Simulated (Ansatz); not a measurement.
Lu in Ansatz: the effect of functional

Crystal: Lu.

```
CELL_PARAMETERS angstrom
3.47959 0.00000 0.00000
-1.73979 3.01341 0.00000
0.00000 0.00000 5.51364
ATOMIC_POSITIONS crystal
Lu 0.66667 0.33333 0.75000
Lu 0.33333 0.66667 0.25000
```

The cell isn't the ideal one: volume scaled by 0.98.

Alike in all runs:

```yaml
Program: Ansatz 0.2.0
Task: single point
Potentials_or_basis: Ansatz PAW
k_mesh: 9 × 9 × 5
Occupations: fermi-dirac, width 0.05 eV
Spin: no spin polarisation
```

Task: One run gave: pressure -4.8 GPa. Which functional did it use?
A. r2SCAN
B. LDA
C. PBE

Result: B.

```tsv
functional	cutoff	pressure (GPa)
LDA	420 eV (not typed: the program's choice for these potentials)	-4.8
r2SCAN	500 eV (not typed: the program's choice for these potentials)	0.3
PBE	420 eV (not typed: the program's choice for these potentials)	0.4
```

Caveats: the PAW data sets come from PBE, with cores solved anew for the run's functional, which leaves a small shift of forces and pressure (some runs).
